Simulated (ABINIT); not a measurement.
# Ir (P6_3/mmc) in ABINIT: convergence with smearing width

Aim: find how far smearing width must go before the results for Ir settle, at r2SCAN. This setting moves, with any that are tied to it; all else stays.

Everything below comes from runs of ABINIT 10.8.3 (patched build). Logs are shortened: lines on timing, memory, paths and dates and some standing lists are left out, and cuts for length are marked. The log counts tension as positive stress, the text compression.

### 1 Starting point

It takes space group P6_3/mmc (No. 194, hexagonal). The conventional cell has a = 2.751 Å, b = 2.751 Å, c = 4.462 Å, α = 90.00°, β = 90.00°, γ = 120.00°. Ir (site symmetry -6m2) is surrounded by 12 Ir at 2.74 to 2.75 Å.

This isn't the form of Ir at room conditions, which is fcc.

### 2 With smearing width 0.272 eV

Input file run.abi:

```
# Pseudopotentials
pp_dirpath "./"
pseudos "77_Ir_17_2.5_2.6_pbe_n_v1.0.psp8"

# Structure
acell 2.7513778946 2.7513778946 4.46229 Angstrom
rprim
     1.0000000000     0.0000000000     0.0000000000
    -0.5000000000     0.8660254038     0.0000000000
     0.0000000000     0.0000000000     1.0000000000
ntypat 1
znucl 77
natom 2
typat 1 1
xred
     0.3333333333     0.6666666667     0.2500000000
     0.6666666667     0.3333333333     0.7500000000

# Plane-wave basis
ecut 22.0

# k points
kptopt 1
ngkpt 9 9 5
nshiftk 1
shiftk 0.0 0.0 0.0

# Exchange and correlation
ixc -497498
usekden 1
nc_xccc_gspace 1
boxcutmin 3.0

# Bands and occupations
nband 21
occopt 3
tsmear 0.00999582

# SCF cycle
nstep 100
tolvrs 1.0e-9

# Output
iomode 3
prtwf 0
prtden 0
prteig 0
prtebands 0
enunit 2
```

Potentials or basis: SPMS NC PBE v1.0.

Command:

```
abinit run.abi > log 2>&1
```

It took 2.4 min on 1 thread of Arm Neoverse V2, shared host; peak memory 0.07 GiB.

The run converged. Its results:

```
Free energy                                           : -6205.2840 eV
Pressure                                              : -10.0 GPa
Band gap on the k mesh                                : none (metal or under the smearing width)
Valence electrons inside the program's atomic spheres : Ir 13.31 (radii [1.0584] Å)
```

### 3 With smearing width 0.2 eV

run.abi: that of step 2 with these lines changed.

```diff
@@ -36,3 +36,3 @@
 occopt 3
-tsmear 0.00999582
+tsmear 0.00734986
```

Potentials or basis: SPMS NC PBE v1.0.

Command:

```
abinit run.abi > log 2>&1
```

Wall time 2.4 min (1 thread of Arm Neoverse V2, shared host); peak memory 0.09 GiB.

It converged, with:

* Free energy: -6205.1524 eV
* Pressure: -11.1 GPa
* Band gap on the k mesh: none (metal or under the smearing width)
* Valence electrons inside the program's atomic spheres: Ir 13.31 (radii [1.0584] Å)

### 4 With smearing width 0.136 eV

run.abi: that of step 3 with these lines changed.

```diff
@@ -36,3 +36,3 @@
 occopt 3
-tsmear 0.00734986
+tsmear 0.00499791
```

Command:

```
abinit run.abi > log 2>&1
```

Run time: 2.4 min. Hardware: 1 thread of Arm Neoverse V2, shared host; peak memory 0.09 GiB.

It converged, with:

```yaml
Free_energy: -6205.0675 eV
Pressure: -11.9 GPa
Band_gap_on_the_k_mesh: none (metal or under the smearing width)
Valence_electrons_inside_the_program's_atomic_spheres: Ir 13.30 (radii [1.0584] Å)
```

### 5 With smearing width 0.1 eV

run.abi: that of step 4 with these lines changed.

```diff
@@ -36,3 +36,3 @@
 occopt 3
-tsmear 0.00499791
+tsmear 0.00367493
```

Command:

```
abinit run.abi > log 2>&1
```

Wall time 2.3 min (1 thread of Arm Neoverse V2, shared host); peak memory 0.08 GiB.

Results (log left out):

```yaml
Free_energy: -6205.0338 eV
Pressure: -12.2 GPa
Band_gap_on_the_k_mesh: none (metal or under the smearing width)
Valence_electrons_inside_the_program's_atomic_spheres: Ir 13.30 (radii [1.0584] Å)
```

### 6 With smearing width 0.05 eV

run.abi: that of step 5 with these lines changed.

```diff
@@ -36,3 +36,3 @@
 occopt 3
-tsmear 0.00367493
+tsmear 0.00183747
```

Potentials or basis: SPMS NC PBE v1.0.

Command:

```
abinit run.abi > log 2>&1
```

Run time: 2.2 min. Hardware: 1 thread of Arm Neoverse V2, shared host; peak memory 0.09 GiB.

The run converged. Its results:

```yaml
Free_energy: -6205.0041 eV
Pressure: -12.5 GPa
Band_gap_on_the_k_mesh: none (metal or under the smearing width)
Valence_electrons_inside_the_program's_atomic_spheres: Ir 13.30 (radii [1.0584] Å)
```

### 7 With smearing width 0.025 eV

run.abi: that of step 6 with these lines changed.

```diff
@@ -36,3 +36,3 @@
 occopt 3
-tsmear 0.00183747
+tsmear 0.00091873
```

Command:

```
abinit run.abi > log 2>&1
```

Run time: 2.2 min. Hardware: 1 thread of Arm Neoverse V2, shared host; peak memory 0.09 GiB.

Results (log left out):

```
Free energy                                           : -6204.9971 eV
Pressure                                              : -12.6 GPa
Band gap on the k mesh                                : none (metal or under the smearing width)
Valence electrons inside the program's atomic spheres : Ir 13.30 (radii [1.0584] Å)
```

### 8 With smearing width 0.01 eV

run.abi: that of step 7 with these lines changed.

```diff
@@ -36,3 +36,3 @@
 occopt 3
-tsmear 0.00091873
+tsmear 0.00036749
```

Potentials or basis: SPMS NC PBE v1.0.

Command:

```
abinit run.abi > log 2>&1
```

run.abo:

```text
.Version 10.8.3 of ABINIT
 Symmetries : space group P6_3/m m c (#194); Bravais hP (primitive hexag.)
================================================================================
 Values of the parameters that define the memory need of the present run
     intxc =       0    ionmov =       0      iscf =       7    lmnmax =       8
     lnmax =       8     mgfft =      54  mpssoang =       4    mqgrid =    3001
     natom =       2  nloc_mem =       1    nspden =       1   nspinor =       1
    nsppol =       1      nsym =      24    n1xccc =    2501    ntypat =       1
    occopt =       3   xclevel =       2
       mpw =        1002          nfft =       69984          nkpt =          36
================================================================================
================================================================================

--------------------------------------------------------------------------------
------------- Echo of variables that govern the present computation ------------
--------------------------------------------------------------------------------
 -outvars: echo values of preprocessed input variables --------
            acell      5.1993506897E+00  5.1993506897E+00  8.4325059944E+00 Bohr
              amu      1.92220000E+02
        boxcutmin      3.00000000E+00
             ecut      2.20000000E+01 Hartree
           enunit           2
              ixc     -497498
         kptrlatt        9    0    0      0    9    0      0    0    5
          kptrlen      4.21625300E+01
            natom           2
            nband          21
   nc_xccc_gspace           1
            ngfft          36      36      54
             nkpt          36
            nstep         100
             nsym          24
           ntypat           1
           occopt           3
           prtden           0
        prtebands           0
           prteig           0
          prtkden           1
            prtwf           0
            rprim      1.0000000000E+00  0.0000000000E+00  0.0000000000E+00
                      -5.0000000000E-01  8.6602540380E-01  0.0000000000E+00
                       0.0000000000E+00  0.0000000000E+00  1.0000000000E+00
          spgroup         194
           tolvrs      1.00000000E-09
           tsmear      3.67490000E-04 Hartree
            typat      1  1
          usekden           1
           xangst     -3.8721929851E-18  1.5885087681E+00  1.1155725000E+00
                       1.3756889473E+00  7.9425438406E-01  3.3467175000E+00
            xcart     -7.3173842484E-18  3.0018465203E+00  2.1081264986E+00
                       2.5996753448E+00  1.5009232602E+00  6.3243794958E+00
             xred      3.3333333333E-01  6.6666666667E-01  2.5000000000E-01
                       6.6666666667E-01  3.3333333333E-01  7.5000000000E-01
            znucl       77.00000

================================================================================

 chkinp: Checking input parameters for consistency.

================================================================================
== DATASET  1 ==================================================================

--- !DatasetInfo
iteration_state: {dtset: 1, }
dimensions: {natom: 2, nkpt: 36, mband: 21, nsppol: 1, nspinor: 1, nspden: 1, mpw: 1002, }
cutoff_energies: {ecut:  22.0, pawecutdg:  -1.0, }
electrons: {nelect:   3.40000000E+01, charge:   0.00000000E+00, occopt:   3.00000000E+00, tsmear:   3.67490000E-04, }
meta: {optdriver: 0, ionmov: 0, optcell: 0, iscf: 7, paral_kgb: 0, }
...

 Real(R)+Recip(G) space primitive vectors, cartesian coordinates (Bohr,Bohr^-1):
[... 67 lines left out ...]
lattice_lengths: [   5.19935,    5.19935,    8.43251, ]
lattice_angles: [ 90.000,  90.000, 120.000, ] # degrees, (23, 13, 12)
lattice_volume:   1.9741744E+02
convergence: {deltae: -1.393E-12, res2:  1.456E-10, residm:  7.594E-06, diffor: null, }
etotal    :  -2.28029385E+02
entropy   :   0.00000000E+00
fermie    :   2.23263709E-01
cartesian_stress_tensor: # hartree/bohr^3
- [  4.14986888E-04,   0.00000000E+00,   0.00000000E+00, ]
- [  0.00000000E+00,   4.14986883E-04,   0.00000000E+00, ]
- [  0.00000000E+00,   0.00000000E+00,   4.52278932E-04, ]
pressure_GPa:  -1.2575E+01
xred      :
- [  3.3333E-01,   6.6667E-01,   2.5000E-01, Ir]
- [  6.6667E-01,   3.3333E-01,   7.5000E-01, Ir]
cartesian_forces: # hartree/bohr
- [ -1.03576211E-28,  -1.79399260E-28,  -0.00000000E+00, ]
- [  1.03576211E-28,   1.79399260E-28,  -0.00000000E+00, ]
force_length_stats: {min:   2.07152422E-28, max:   2.07152422E-28, mean:   2.07152422E-28, }
...

 Integrated electronic density in atomic spheres:
 ------------------------------------------------
 Atom  Sphere_radius  Integrated_density
    1        2.00000         13.30234777
    2        2.00000         13.30234777
================================================================================

 ----iterations are completed or convergence reached----

 Mean square residual over all n,k,spin=   18.398E-09; max=  75.936E-07
 reduced coordinates (array xred) for    2 atoms
       0.333333333333      0.666666666667      0.250000000000
       0.666666666667      0.333333333333      0.750000000000
 rms dE/dt=  8.2262E-28; max dE/dt=  0.0000E+00; dE/dt below (all hartree)
    1       0.000000000000     -0.000000000000      0.000000000000
    2      -0.000000000000     -0.000000000000      0.000000000000

 cartesian coordinates (angstrom) at end:
    1     -0.00000000000000     1.58850876811824     1.11557250000000
    2      1.37568894730000     0.79425438405912     3.34671750000000

 cartesian forces (hartree/bohr) at end:
    1     -0.00000000000000    -0.00000000000000    -0.00000000000000
    2      0.00000000000000     0.00000000000000    -0.00000000000000
 frms,max,avg= 1.1959951E-28 1.7939926E-28   0.000E+00  0.000E+00  0.000E+00 h/b

 cartesian forces (eV/Angstrom) at end:
    1     -0.00000000000000    -0.00000000000000    -0.00000000000000
    2      0.00000000000000     0.00000000000000    -0.00000000000000
 frms,max,avg= 6.1500539E-27 9.2250809E-27   0.000E+00  0.000E+00  0.000E+00 e/A
 length scales=  5.199350689671  5.199350689671  8.432505994377 bohr
              =  2.751377894600  2.751377894600  4.462290000000 angstroms
 Fermi (or HOMO) energy (hartree) =   0.22326   Average Vxc (hartree)=  -0.59752
 Eigenvalues (hartree) for nkpt=  36  k points:
 kpt#   1, nband= 21, wtk=  0.00247, kpt=  0.0000  0.0000  0.0000 (reduced coord)
  -3.30248   -3.30022   -1.67714   -1.65175   -1.65175   -1.64929   -1.64770   -1.64770
  -0.19697   -0.07621    0.08285    0.08768    0.08768    0.11115    0.11115    0.13915
   0.13915    0.19847    0.23642    0.23642    0.47849
      occupation numbers for kpt#   1
   2.00000    2.00000    2.00000    2.00000    2.00000    2.00000    2.00000    2.00000
   2.00000    2.00000    2.00000    2.00000    2.00000    2.00000    2.00000    2.00000
   2.00000    2.00000    0.00000    0.00000    0.00000
 prteigrs : prtvol=0 or 1, do not print more k-points.

 Fermi (or HOMO) energy (eV) =   6.07532   Average Vxc (eV)= -16.25932
 Eigenvalues (   eV  ) for nkpt=  36  k points:
 kpt#   1, nband= 21, wtk=  0.00247, kpt=  0.0000  0.0000  0.0000 (reduced coord)
 -89.86501  -89.80344  -45.63731  -44.94646  -44.94646  -44.87960  -44.83624  -44.83624
  -5.35969   -2.07364    2.25442    2.38587    2.38587    3.02463    3.02463    3.78658
   3.78658    5.40061    6.43336    6.43336   13.02045
 prteigrs : prtvol=0 or 1, do not print more k-points.

--- !EnergyTerms
iteration_state     : {dtset: 1, }
comment             : Components of total free energy in Hartree
kinetic             :  6.11308012915301E+01
hartree             :  2.85224775926450E+01
xc                  : -4.31487102940039E+01
Ewald energy        : -1.80605461701843E+02
psp_core            :  2.36233548641264E+01
local_psp           : -6.73777193838111E+01
non_local_psp       : -5.01741097694650E+01
internal            : -2.28029367400822E+02
'-kT*entropy'       : -1.80750058650781E-05
total_energy        : -2.28029385475828E+02
total_energy_eV     : -6.20499568361643E+03
band_energy         : -3.18630110165357E+01
...

 Cartesian components of stress tensor (hartree/bohr^3)
  sigma(1 1)=  4.14986888E-04  sigma(3 2)=  0.00000000E+00
  sigma(2 2)=  4.14986883E-04  sigma(3 1)=  0.00000000E+00
  sigma(3 3)=  4.52278932E-04  sigma(2 1)=  0.00000000E+00

-Cartesian components of stress tensor (GPa)         [Pressure= -1.2575E+01 GPa]
- sigma(1 1)=  1.22093358E+01  sigma(3 2)=  0.00000000E+00
- sigma(2 2)=  1.22093356E+01  sigma(3 1)=  0.00000000E+00
- sigma(3 3)=  1.33065056E+01  sigma(2 1)=  0.00000000E+00

== END DATASET(S) ==============================================================
================================================================================

 -outvars: echo values of variables after computation  --------
            acell      5.1993506897E+00  5.1993506897E+00  8.4325059944E+00 Bohr
           etotal     -2.2802938548E+02
            fcart     -1.0357621110E-28 -1.7939926008E-28 -0.0000000000E+00
                       1.0357621110E-28  1.7939926008E-28 -0.0000000000E+00
            rprim      1.0000000000E+00  0.0000000000E+00  0.0000000000E+00
                      -5.0000000000E-01  8.6602540380E-01  0.0000000000E+00
                       0.0000000000E+00  0.0000000000E+00  1.0000000000E+00
           strten      4.1498688772E-04  4.1498688341E-04  4.5227893154E-04
                       0.0000000000E+00  0.0000000000E+00  0.0000000000E+00
           xangst     -3.8721929851E-18  1.5885087681E+00  1.1155725000E+00
                       1.3756889473E+00  7.9425438406E-01  3.3467175000E+00
             xred      3.3333333333E-01  6.6666666667E-01  2.5000000000E-01
                       6.6666666667E-01  3.3333333333E-01  7.5000000000E-01
 Calculation completed.
```

It took 2.3 min on 1 thread of Arm Neoverse V2, shared host; peak memory 0.09 GiB.

Results:

```yaml
Free_energy: -6204.9957 eV
Pressure: -12.6 GPa
Band_gap_on_the_k_mesh: none (metal or under the smearing width)
Valence_electrons_inside_the_program's_atomic_spheres: Ir 13.30 (radii [1.0584] Å)
```

### 9 Result

| smearing width | energy less the tightest run, at zero smearing (meV/atom) | pressure (GPa) | SCF cycles | CPU time (s) | peak memory (GiB) |
| --- | --- | --- | --- | --- | --- |
| 0.272 eV | -3.27 | -9.96 | 9 | 140 | 0.07 |
| 0.2 eV | 0.05 | -11.11 | 9 | 140 | 0.09 |
| 0.136 eV | 0.65 | -11.92 | 9 | 140 | 0.09 |
| 0.1 eV | 0.71 | -12.24 | 9 | 140 | 0.08 |
| 0.05 eV | 0.54 | -12.51 | 9 | 130 | 0.09 |
| 0.025 eV | 0.17 | -12.57 | 9 | 130 | 0.09 |
| 0.01 eV | 0.00 | -12.58 | 9 | 140 | 0.09 |

Against the tightest run, the energy stays within 1 meV/atom from 0.2 eV on; the pressure stays within 0.1 GPa from 0.05 eV on. Narrower smearing needs a denser k mesh, so at a fixed mesh the narrowest width isn't the most accurate. The tightest run that finished is the yardstick and may itself not be fully converged.

Caveats: a meta-GGA on potentials with a model core is unreliable; the potentials were made for another functional, which shifts forces and pressure.
